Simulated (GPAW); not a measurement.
Write an ASE script for GPAW 26.7.0 that does the following.

```
Task                : optical spectrum
Functional          : AM05
Potentials or basis : PAW data sets generated in the run's folder for this functional
Cutoff              : 500 eV
Basis               : pw
k mesh              : 10 × 10 × 10
Occupations         : fermi-dirac, width 0.05 eV
Spin                : no spin polarisation
Eta                 : 0.1 eV
Response ecut       : 50 eV
Scissors            : 0 eV
Kernel              : RPA
Maxiter             : 150
Response k mesh     : 30 × 30 × 30
Domega0             : 0.05 eV
Omega2              : 10 eV
Response bands      : 18
Directions          : ["x"]
Intraband           : yes
```

The structure of Pd lies in POSCAR:

```
Pd
1.0
   -1.5722810000      1.5722810000      1.5722810000
    1.5722810000     -1.5722810000      1.5722810000
    1.5722810000      1.5722810000     -1.5722810000
Pd
1
Direct
    0.0000000000      0.0000000000      0.0000000000
```

This isn't the form of Pd at room conditions, which is fcc.

The input as run:

run.py

```python
from ase.dft.bandgap import bandgap
from ase.io import read, write
from gpaw import GPAW, PW, setup_paths
from gpaw.response.df import DielectricFunction

setup_paths.insert(0, '.')

atoms = read('POSCAR')

calc = GPAW(mode=PW(500),
            xc='AM05',
            kpts={'size': (10, 10, 10), 'gamma': True},
            occupations={'name': 'fermi-dirac', 'width': 0.05},
            nbands=17,
            convergence={'density': 1e-06},
            maxiter=150,
            txt='gpaw.txt')
atoms.calc = calc
energy = atoms.get_potential_energy()
calc.write('gs.gpw')
write('result.traj', atoms)
print(f'Energy: {energy:.6f} eV')
print('Fermi level:', round(calc.get_fermi_level(), 4), 'eV')
print(f'Gap: {bandgap(calc)[0]:.4f} eV, direct: {bandgap(calc, direct=True)[0]:.4f} eV')

dense = calc.fixed_density(kpts={'size': (30, 30, 30), 'gamma': True},
                           nbands=24, convergence={'bands': 18, 'eigenstates': 1e-7},
                           update_fermi_level=True, txt='dense.txt')
dense.write('dense.gpw', mode='all')

df = DielectricFunction('dense.gpw', frequencies={'type': 'nonlinear', 'domega0': 0.05, 'omega2': 10},
                        eta=0.1, ecut=50, nbands=18, rate='eta', txt='df.txt')
for direction in ['x']:
    df.get_dielectric_function(xc='RPA', direction=direction, filename=f'df_{direction}.csv')
```

Potentials or basis: PAW data sets generated in the run's folder for this functional, pw.

The run is started by

```console
$ gpaw-setup -f AM05 Pd
$ OMP_NUM_THREADS=1 python run.py
```

Results of the run:

| Property | Result |
| --- | --- |
| Band gap on the k mesh | none (metal or under the smearing width) |

Caveat: the intraband term hangs on this k mesh; the long-wavelength limit can be off by several per cent where d states take part; independent-particle spectra lack excitons.

Run time: 2.4 min on 1 thread of Arm Neoverse V1 (shared host), peak memory 0.43 GiB.
